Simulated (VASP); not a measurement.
# Fe (Im-3m) in VASP: notebook, part 2 of 2

VASP 6.6.1.

## 4. Relaxation of cell and atoms, r2SCAN, collinear spin, ferromagnetic start

Contents of INCAR:

```
PREC = Accurate
ENCUT = 600
EDIFF = 1E-6
ISMEAR = 1
SIGMA = 0.1
LREAL = False
LASPH = True
NELM = 150
ALGO = Normal
ISIF = 3
LWAVE = False
LCHARG = False
ISPIN = 2
MAGMOM = 4
LORBIT = 11
LMAXMIX = 4
METAGGA = R2SCAN
LMIXTAU = True
IBRION = 2
NSW = 90
EDIFFG = -0.01
AMIX = 0.2
BMIX = 1E-4
AMIX_MAG = 0.8
BMIX_MAG = 1E-4
```

Contents of KPOINTS:

```
Automatic mesh
0
Gamma
  18 18 18
```

Contents of POSCAR:

```
Fe
1.0
   -1.4430000000      1.4430000000      1.4430000000
    1.4430000000     -1.4430000000      1.4430000000
    1.4430000000      1.4430000000     -1.4430000000
Fe
1
Direct
    0.0000000000      0.0000000000      0.0000000000
```

Potentials or basis: VASP PAW PBE potentials, release 64 (Fe).

Started as:

```sh
$ cat potpaw_PBE.64/Fe/POTCAR > POTCAR
$ mpirun -np 1 vasp_std > vasp.out
```

OUTCAR:

```text
PREC = Accurate
   ENCUT = 600
   EDIFF = 1E-6
   ISMEAR = 1
   LREAL = False
   LASPH = True
   NELM = 150
   ISIF = 3
   ISPIN = 2
   LORBIT = 11
   METAGGA = R2SCAN
   IBRION = 2
   NSW = 90
   EDIFFG = -0.01
   AMIX = 0.2
   AMIX_MAG = 0.8

 ion  position               nearest neighbor table
   1  0.000  0.000  0.000-

  LATTYP: Found a body centered cubic cell.
 ALAT       =     2.8860000000

  Lattice vectors:

 A1 = (  -1.4430000000,   1.4430000000,   1.4430000000)
 A2 = (   1.4430000000,  -1.4430000000,   1.4430000000)
 A3 = (   1.4430000000,   1.4430000000,  -1.4430000000)

Analysis of symmetry for initial positions (statically):
=====================================================================
 Subroutine PRICEL returns:
 Original cell was already a primitive cell.

 Routine SETGRP: Setting up the symmetry group for a
 body centered cubic supercell.

 Subroutine GETGRP returns: Found 48 space group operations
 (whereof 48 operations were pure point group operations)
 out of a pool of 48 trial point group operations.

The static configuration has the point symmetry O_h .

Analysis of symmetry for dynamics (positions and initial velocities):
=====================================================================
 Subroutine PRICEL returns:
 Original cell was already a primitive cell.

 Routine SETGRP: Setting up the symmetry group for a
 body centered cubic supercell.

 Subroutine GETGRP returns: Found 48 space group operations
 (whereof 48 operations were pure point group operations)
 out of a pool of 48 trial point group operations.

The dynamic configuration has the point symmetry O_h .

Analysis of structural, dynamic, and magnetic symmetry:
=====================================================================
 Subroutine PRICEL returns:
 Original cell was already a primitive cell.

 Routine SETGRP: Setting up the symmetry group for a
 body centered cubic supercell.

 Subroutine GETGRP returns: Found 48 space group operations
 (whereof 48 operations were pure point group operations)
 out of a pool of 48 trial point group operations.

The overall configuration has the point symmetry O_h .

 Subroutine INISYM returns: Found 48 space group operations
 (whereof 48 operations are pure point group operations),
 and found     1 'primitive' translations

----------------------------------------------------------------------------------------

                                     Primitive cell

  volume of cell :      12.0187

  direct lattice vectors                    reciprocal lattice vectors
    -1.443000000  1.443000000  1.443000000     0.000000000  0.346500347  0.346500347
     1.443000000 -1.443000000  1.443000000     0.346500347  0.000000000  0.346500347
     1.443000000  1.443000000 -1.443000000     0.346500347  0.346500347  0.000000000

  length of vectors
     2.499349315  2.499349315  2.499349315     0.490025489  0.490025489  0.490025489

  position of ions in fractional coordinates (direct lattice)
     0.000000000  0.000000000  0.000000000

  ion indices of the primitive-cell ions
[... 62 lines left out ...]
   NGX,Y,Z   is equivalent  to a cutoff of  13.30, 13.30, 13.30 a.u.
   NGXF,Y,Z  is equivalent  to a cutoff of  26.61, 26.61, 26.61 a.u.
 SYSTEM =  unknown system
   PREC   = accura    normal or accurate (medium, high low for compatibility)
   ISTART =      0    job   : 0-new  1-cont  2-samecut
   ICHARG =      2    charge: 1-file 2-atom 10-const
   ISPIN  =      2    spin polarized calculation?
   LNONCOLLINEAR =      F non collinear calculations
   LSORBIT =      F    spin-orbit coupling
   LASPH  =      T    aspherical Exc in radial PAW
   ENCUT  =  600.0 eV  44.10 Ry    6.64 a.u.   4.99  4.99  4.99*2*pi/ulx,y,z
   NELM   =    150;   NELMIN=  2; NELMDL= -5     # of ELM steps
   EDIFF  = 0.1E-05   stopping-criterion for ELM
   LREAL  =      F    real-space projection
   EDIFFG = -.1E-01   stopping-criterion for IOM
   NSW    =     90    number of steps for IOM
   IBRION =      2    ionic relax: 0-MD 1-quasi-New 2-CG
   NFREE  =      1    steps in history (QN), initial steepest desc. (CG)
   ISIF   =      3    stress and relaxation
   ISYM   =      2    0-nonsym 1-usesym 2-fastsym
   POTIM  = 0.5000    time-step for ionic-motion
   TEBEG  =    0.0;   TEEND  =   0.0 temperature during run
   PSTRESS=    0.0 pullay stress
   NELECT =       8.0000    total number of electrons
   NUPDOWN=      -1.0000    fix difference up-down
   EMIN   =  10.00;   EMAX   =-10.00  energy-range for DOS
   EFERMI =   0.00;   METHOD = LEGACY
   ISMEAR =     1;   SIGMA  =   0.10  broadening in eV -4-tet -1-fermi 0-gaus
   EFERMI_NEDOS =   21; number of points for ismear=-14 and -15
   IALGO  =     38    algorithm
   IMIX   =      4    mixing-type and parameters
     AMIX     =   0.20;   BMIX     =  0.00
     AMIX_MAG =   0.80;   BMIX_MAG =  0.00
  volume/ion in A,a.u.               =      12.02        81.11
  Fermi-wavevector in a.u.,A,eV,Ry     =   1.429394  2.701162 27.798962  2.043166
  Thomas-Fermi vector in A             =   2.549352
   LORBIT       =     11    0 simple, 1 ext, 2 COOP (PROOUT), +10 PAW based schemes
   METAGGA = R2SCAN    functional components
   LHFCALC =     F    Hartree Fock is set to
   AEXX    =    0.0000 exact exchange contribution
   IVDW    =     0    specifies the selected vdW correction
   LEPSILON=     F    determine dielectric tensor
   LRPA    =     F    only Hartree local field effects (RPA)
 conjugate gradient relaxation of ions
 spin polarized calculation
 Methfessel and Paxton  Order N= 1 SIGMA  =   0.10
  energy-cutoff  :      600.00
  volume of cell :       12.02
 maximum number of plane-waves:       418
   NGX =  9   NGY =  9   NGZ =  9

--------------------------------------- Ionic step        1  -------------------------------------------

 number of electron       7.9999995 magnetization       2.6401578

 Free energy of the ion-electron system (eV)
  ---------------------------------------------------
  ext. energy  EPLUGINS =         0.00000000
  ---------------------------------------------------
  free energy    TOTEN  =       -14.35591408 eV

  energy without entropy =      -14.35556603  energy(sigma->0) =      -14.35579806

------------------------ aborting loop because EDIFF is reached ----------------------------------------

  FORCE on cell =-STRESS in cart. coord.  units (eV):
  Direction    XX          YY          ZZ          XY          YZ          ZX
  --------------------------------------------------------------------------------------
  -------------------------------------------------------------------------------------
  Total       -0.3533008     -0.3533008     -0.3533008      0.0000000      0.0000000     -0.0000000
  in kB      -47.0973181    -47.0973181    -47.0973181      0.0000000      0.0000000     -0.0000000
  external PRESSURE =     -47.0973181 kB  Pullay stress =       0.0000000 kB
[... 57 lines left out ...]
--------------------------------------- Ionic step        3  -------------------------------------------

 number of electron       7.9999999 magnetization       2.6194592

 Free energy of the ion-electron system (eV)
  ---------------------------------------------------
  ext. energy  EPLUGINS =         0.00000000
  ---------------------------------------------------
  free energy    TOTEN  =       -14.36102042 eV

  energy without entropy =      -14.36105117  energy(sigma->0) =      -14.36103067

 E-fermi :   5.5210     XC(G=0): -14.0596

 val. band max:        5.5101706124   @ k =  -0.2222   0.2222   0.1111
 cond. band min:       5.5233442071   @ k =  -0.2222   0.2778   0.1111
 fundamental gap:      0.0131735948
 Fermi energy:         5.5210344859

 spin component 1

 k-point     1 :       0.0000    0.0000    0.0000
  band No.  band energies     occupation
      1      -2.9830      1.00000
      2       2.4790      1.00000
      3       2.4790      1.00000
      4       2.4790      1.00000
      5       3.6873      1.00000
      6       3.6873      1.00000
      7      31.2531      0.00000
      8      31.2531      0.00000
      9      31.2531      0.00000
     10      36.1285      0.00000
[... 287 lines left out ...]
 k-point    24 :       0.3889    0.1111   -0.0000
  band No.  band energies     occupation
      1       0.4090      1.00000
      2       1.5546      1.00000
      3       3.3354      1.00000
      4       3.7060      1.00000
      5       4.3437      1.00000
      6       6.8869     -0.00000
      7      13.4241      0.00000
      8      21.9359      0.00000
      9      25.3167      0.00000
     10      30.6745      0.00000

 [... further k-points ...]

 spin component 2

 k-point     1 :       0.0000    0.0000    0.0000
  band No.  band energies     occupation
      1      -3.6207      1.00000
      2       5.8632     -0.00001
      3       5.8632     -0.00001
      4       5.8632     -0.00001
      5       8.0970      0.00000
      6       8.0970      0.00000
      7      30.8744      0.00000
      8      30.8744      0.00000
      9      30.8744      0.00000
     10      36.7111      0.00000
[... 327 lines left out ...]
  FREE ENERGIE OF THE ION-ELECTRON SYSTEM (eV)
  ---------------------------------------------------
  free  energy   TOTEN  =       -14.3610204214 eV

  energy  without entropy=      -14.3610511668  energy(sigma->0) =      -14.36103067

 reached required accuracy - stopping structural energy minimisation

 total charge

# of ion       s       p       d       tot
------------------------------------------
    1        0.480   0.553   6.180   7.213

 magnetization (x)

# of ion       s       p       d       tot
------------------------------------------
    1       -0.013  -0.120   2.822   2.688
```

OSZICAR:

```text
N       E                     dE             d eps       ncg     rms          rms(c)
DAV:   1     0.190212467331E+02    0.19021E+02   -0.49331E+03  7984   0.122E+03
DAV:   2    -0.135768474555E+02   -0.32598E+02   -0.29829E+02  7862   0.150E+02
[... 31 lines left out ...]
DAV:   4    -0.143616602867E+02    0.77119E-03   -0.60599E-04 10664   0.222E-01    0.235E-01
DAV:   5    -0.143610064709E+02    0.65382E-03   -0.73707E-04  8390   0.438E-01    0.268E-02
DAV:   6    -0.143610142491E+02   -0.77782E-05   -0.14587E-05  8064   0.395E-02    0.203E-02
DAV:   7    -0.143610170710E+02   -0.28219E-05   -0.58135E-06  8168   0.273E-02    0.127E-02
DAV:   8    -0.143610203335E+02   -0.32625E-05   -0.15139E-06  5974   0.116E-02    0.171E-03
DAV:   9    -0.143610204214E+02   -0.87878E-07   -0.78969E-08  3918   0.286E-03
   3 F= -.14361020E+02 E0= -.14361031E+02  d E =-.510634E-02  mag=     2.6195
```

CONTCAR:

```text
Fe
   1.00000000000000
    -1.4300815222962682    1.4300815222962682    1.4300815222962682
     1.4300815222962682   -1.4300815222962682    1.4300815222962682
     1.4300815222962682    1.4300815222962682   -1.4300815222962682
  Fe
     1
Direct
     0.0000000000000000    0.0000000000000000    0.0000000000000000

  0.00000000E+00  0.00000000E+00  0.00000000E+00
```

It took 5.8 min on 1 thread of AMD EPYC 9R14 (Zen 4), shared host; peak memory 0.15 GiB.

Results:

| Quantity | Value |
| --- | --- |
| Free energy | -14.3610 eV |
| Relaxed volume | 11.70 Å³/atom |
| Relaxed cell | a = 2.477 Å, b = 2.477 Å, c = 2.477 Å, α = 109.47°, β = 109.47°, γ = 109.47° |
| Space group after relaxing (to 0.05 Å) | Im-3m (No. 229) |
| Energy gained by relaxing | 5.1 meV/atom |
| Ionic steps | 3 |
| Pressure after relaxing | 0.0 GPa |
| Band gap on the k mesh | none (metal or under the smearing width) |
| Net moment | 2.62 μB per cell |
| Site moments | Fe +2.69 μB |
| Valence electrons inside the program's atomic spheres | Fe 7.21 |

Step by step:
| step | energy change (eV) | largest force (eV/Å) | pressure (GPa) | volume (Å³) |
| --- | --- | --- | --- | --- |
| 1 | 0.0000 | 0.0000 | -4.71 | 12.02 |
| 2 | -0.0002 | 0.0000 | 5.65 | 11.41 |
| 3 | -0.0051 | 0.0000 | 0.04 | 11.70 |

Final structure:
```cif
data_structure
_symmetry_space_group_name_H-M 'P 1'
_symmetry_Int_Tables_number 1
_cell_length_a 2.4770
_cell_length_b 2.4770
_cell_length_c 2.4770
_cell_angle_alpha 109.471
_cell_angle_beta 109.471
_cell_angle_gamma 109.471
_cell_volume 11.70
loop_
_atom_site_label
_atom_site_type_symbol
_atom_site_fract_x
_atom_site_fract_y
_atom_site_fract_z
_atom_site_occupancy
Fe1 Fe 0.00000 0.00000 0.00000 1
```

Caveat: the PAW data sets were made with another functional, which shifts forces and pressure a little.

## 5. Relaxation of cell and atoms, r2SCAN, collinear spin, ferromagnetic start

This run uses another cell than the first one, of 11.70 Å³/atom, 0.973 times its volume.

Changes to INCAR since step 4:

```diff
@@ -2,3 +2,3 @@
 ENCUT = 600
-EDIFF = 1E-6
+EDIFF = 1E-7
 ISMEAR = 1
@@ -20,3 +20,3 @@
 NSW = 90
-EDIFFG = -0.01
+EDIFFG = -0.005
 AMIX = 0.2
```

KPOINTS is that of step 4.

Contents of POSCAR:

```
Fe                                      
1.0
   -1.4300815223      1.4300815223      1.4300815223
    1.4300815223     -1.4300815223      1.4300815223
    1.4300815223      1.4300815223     -1.4300815223
  Fe            
     1
Direct
     0.0000000000000000    0.0000000000000000    0.0000000000000000
```

Started as:

```sh
$ cat potpaw_PBE.64/Fe/POTCAR > POTCAR
$ mpirun -np 1 vasp_std > vasp.out
```

Run time: 5 min. Hardware: 1 thread of AMD EPYC 9R14 (Zen 4), shared host; peak memory 0.14 GiB.

The run converged. Its results:

| Quantity | Value |
| --- | --- |
| Free energy | -14.3607 eV |
| Relaxed volume | 11.70 Å³/atom |
| Relaxed cell | a = 2.477 Å, b = 2.477 Å, c = 2.477 Å, α = 109.47°, β = 109.47°, γ = 109.47° |
| Space group after relaxing (to 0.05 Å) | Im-3m (No. 229) |
| Energy gained by relaxing | 0.0 meV/atom |
| Ionic steps | 3 |
| Pressure after relaxing | 0.0 GPa |
| Band gap on the k mesh | none (metal or under the smearing width) |
| Net moment | 2.62 μB per cell |
| Site moments | Fe +2.69 μB |
| Valence electrons inside the program's atomic spheres | Fe 7.21 |

Final structure:
```
CELL_PARAMETERS angstrom
-1.43026 1.43026 1.43026
1.43026 -1.43026 1.43026
1.43026 1.43026 -1.43026
ATOMIC_POSITIONS crystal
Fe 0.00000 0.00000 0.00000
```

Levels at points of the mesh, in eV from the Fermi level:
Spin up:
```csv
k point,band 1,band 2,band 3,band 4,band 5,band 6,band 7,band 8,band 9,band 10
"(0.00, 0.00, 0.00)",-8.50,-3.04,-3.04,-3.04,-1.83,-1.83,25.73,25.73,25.73,30.60
"(0.50, 0.00, 0.00)",-5.36,-4.04,-1.79,-1.67,-0.49,0.59,6.97,18.87,20.34,23.51
"(0.50, 0.50, 0.50)",-5.30,-5.30,-0.74,-0.74,-0.74,10.02,10.02,10.02,15.59,15.59
```
Spin down:
```csv
k point,band 1,band 2,band 3,band 4,band 5,band 6,band 7
"(0.00, 0.00, 0.00)",-9.14,0.34,0.34,0.34,2.58,2.58,25.35
"(0.50, 0.00, 0.00)",-3.53,-1.08,0.00,2.40,2.87,3.41,9.22
"(0.50, 0.50, 0.50)",-2.70,-2.69,3.10,3.10,3.10,10.35,10.35
```

Caveat: the PAW data sets were made with another functional, which shifts forces and pressure a little.
